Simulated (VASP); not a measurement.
VASP 6.6.1 run: ZnSe

INCAR

```
NSW = 0
NBANDS = 16
ISIF = 2
LCHARG = .FALSE.
NELECT = 17.98
LASPH = .TRUE.
NELM = 120
EDIFF = 1E-7
LWAVE = .FALSE.
IBRION = -1
ISMEAR = -1
PREC = High
GGA = PE
LREAL = .FALSE.
SIGMA = 0.02
ENCUT = 520
```

KPOINTS

```
KPOINTS created by Atomic Simulation Environment
0
Gamma
8 8 8
0 0 0
```

POSCAR

```
Zn Se
 1.0000000000000000
     0.0000000000000000    2.7191238570000000    2.9618730376000002
     2.7191238570000000    0.0000000000000000    2.9618730376000002
     2.7191238570000000    2.7191238570000000    0.0000000000000000
 Zn  Se
   1   1
Cartesian
  0.0000000000000000  0.0000000000000000  0.0000000000000000
  1.3595619285000000  1.3595619285000000  1.4809365188000001
```

The recommended PBE PAW datasets give the neutral cell 18 valence electrons.

Command

```
mpirun -np 1 vasp_std
```

OSZICAR

```
N       E                     dE             d eps       ncg     rms          rms(c)
DAV:   1     0.868812133431E+02    0.86881E+02   -0.82044E+03  1888   0.122E+03
DAV:   2    -0.930651779662E+00   -0.87812E+02   -0.82904E+02  2080   0.254E+02
DAV:   3    -0.624095346690E+01   -0.53103E+01   -0.52912E+01  2368   0.607E+01
DAV:   4    -0.628156802539E+01   -0.40615E-01   -0.40611E-01  2280   0.563E+00
DAV:   5    -0.628175782576E+01   -0.18980E-03   -0.18980E-03  2464   0.352E-01    0.504E+00
DAV:   6    -0.601668706924E+01    0.26507E+00   -0.54418E-01  2656   0.249E+01    0.384E+00
DAV:   7    -0.599667165238E+01    0.20015E-01   -0.16162E-01  2272   0.376E+00    0.164E+00
DAV:   8    -0.599621577192E+01    0.45588E-03   -0.48165E-03  2624   0.784E-01    0.467E-01
DAV:   9    -0.599638191985E+01   -0.16615E-03   -0.11717E-03  2312   0.268E-01    0.642E-02
DAV:  10    -0.599648977888E+01   -0.10786E-03   -0.24466E-04  2400   0.124E-01    0.262E-02
DAV:  11    -0.599647241892E+01    0.17360E-04   -0.48917E-05  2280   0.643E-02    0.545E-03
DAV:  12    -0.599647315513E+01   -0.73621E-06   -0.62994E-06  2392   0.155E-02    0.248E-03
DAV:  13    -0.599647355299E+01   -0.39786E-06   -0.39719E-07  2296   0.414E-03    0.126E-03
DAV:  14    -0.599647349415E+01    0.58837E-07   -0.22035E-08  1960   0.240E-03
   1 F= -.59964735E+01 E0= -.59962074E+01  d E =-.532261E-03
```

From OUTCAR

```
k-points           NKPTS =     59   k-points in BZ     NKDIM =     59   number of bands    NBANDS=     16

   NELECT =      17.9800    total number of electrons

   dimension x,y,z NGX =    30 NGY =   30 NGZ =   30
   dimension x,y,z NGXF=    42 NGYF=   42 NGZF=   40

  energy-cutoff  :      520.00
  volume of cell :       43.80
      direct lattice vectors                 reciprocal lattice vectors
     0.000000000  2.719123857  2.961873038    -0.183882760  0.183882760  0.168812097
     2.719123857  0.000000000  2.961873038     0.183882760 -0.183882760  0.168812097
     2.719123857  2.719123857  0.000000000     0.183882760  0.183882760 -0.168812097

 k-points in reciprocal lattice and weights: KPOINTS created by Atomic Simulation Env
   0.00000000  0.00000000  0.00000000       0.002
   0.12500000  0.00000000  0.00000000       0.016
   0.25000000  0.00000000  0.00000000       0.016
   0.37500000  0.00000000  0.00000000       0.016
   0.50000000  0.00000000  0.00000000       0.008
   0.12500000  0.12500000  0.00000000       0.004
   0.25000000  0.12500000  0.00000000       0.016
   0.37500000  0.12500000  0.00000000       0.016
   ...

 E-fermi :   1.9399

 k-point     1 :       0.0000    0.0000    0.0000
  band No.  band energies     occupation
      1     -11.5591      2.00000
      2      -4.7718      2.00000
      3      -4.7295      2.00000
      4      -4.7295      2.00000
      5      -4.3579      2.00000
      6      -4.3370      2.00000
      7       1.6786      2.00000
      8       2.0571      0.00571
      9       2.0571      0.00571
     10       3.3604      0.00000
     11       7.7811      0.00000
     12       7.7811      0.00000
     13       7.8020      0.00000
     14      11.9577      0.00000
     15      12.6354      0.00000
     16      13.9211      0.00000

 k-point     2 :       0.1250    0.0000    0.0000
  band No.  band energies     occupation
      1     -11.4504      2.00000
      2      -4.7609      2.00000
      3      -4.7213      2.00000
      4      -4.7113      2.00000
      5      -4.3567      2.00000
      6      -4.3407      2.00000
      7       0.5748      2.00000
      8       1.6335      2.00000
      9       1.9231      1.39722
     10       4.3443      0.00000
     11       7.6152      0.00000
     12       8.0662      0.00000
     13       8.1394      0.00000
     14      11.9183      0.00000
     15      12.9936      0.00000
     16      13.2788      0.00000

 k-point     3 :       0.2500    0.0000    0.0000
  band No.  band energies     occupation
      1     -11.1670      2.00000
      2      -4.7249      2.00000
      3      -4.6770      2.00000
      4      -4.6704      2.00000
      5      -4.3464      2.00000
      6      -4.3457      2.00000
      7      -1.2033      2.00000
      8       1.2262      2.00000
      9       1.6378      2.00000
     10       4.7577      0.00000
     11       8.0470      0.00000
     12       8.5819      0.00000
     13       8.8518      0.00000
     14      12.0270      0.00000
     15      12.6991      0.00000
     16      13.1140      0.00000

 ...

  Total        1.4676872      1.4676872      0.6148455      0.0000000      0.0000000      0.0000000
  in kB       53.6895381     53.6895381     22.4916931      0.0000000      0.0000000      0.0000000
  external PRESSURE =      43.2902564 kB  Pullay stress =       0.0000000 kB

 POSITION                                       TOTAL-FORCE (eV/Angst)
 -----------------------------------------------------------------------------------
      0.00000      0.00000      0.00000        -0.000000     -0.000000      0.000000
      1.35956      1.35956      1.48094         0.000000      0.000000      0.000000
 -----------------------------------------------------------------------------------
    total drift:                               -0.000022     -0.000022     -0.000035

  FREE ENERGIE OF THE ION-ELECTRON SYSTEM (eV)
  ---------------------------------------------------
  free  energy   TOTEN  =        -5.9964734942 eV

  energy  without entropy=       -5.9959412333  energy(sigma->0) =       -5.99620736
```

It converged. Results: pressure 4.3 GPa.

The cell is charged and sits in a uniform background.

For comparison, a separate PBE run of the intended cell, on usual settings and not on those above, gives a gap of 1.29 eV on its mesh and a pressure of 5.0 GPa.

The run above took about 47 s on one core of a shared host (Intel Xeon Platinum 8488C) and held 0.16 GiB at most.
